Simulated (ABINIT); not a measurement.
Mo, 1 atom in the cell. It takes space group Im-3m (No. 229, cubic). The conventional cell has a = 3.168 Å, b = 3.168 Å, c = 3.168 Å, α = 90.00°, β = 90.00°, γ = 90.00°. Mo (site symmetry m-3m) has 8 Mo at 2.74 Å as nearest neighbours. 

- Program: ABINIT 10.8.3 (patched build)
- Task: equation of state
- Functional: PBE
- Dispersion: D4
- Potentials or basis: JTH PAW PBE v2.0
- Cutoff: 408 eV
- k mesh: 12 × 12 × 12
- Occupations: fermi-dirac, width 0.05 eV
- Spin: no spin polarisation
- Dispersion computed by: dftd4 4.3.1
- Fine-grid cutoff: 816.342 eV
- Exchange and correlation inside the PAW spheres: full angular mesh (pawxcdev 0, this build's default; the released program takes 1)

Potentials or basis: JTH PAW PBE v2.0.

The run is started by

```console
$ python run.py
```

Hardware: 1 thread of Arm Neoverse V1 (shared host).

Estimate the wall time of this run.

Wall time 55 s on 1 thread of Arm Neoverse V1 (shared host), peak memory 0.11 GiB. Counts: scf iterations 62, mpi ranks 1.
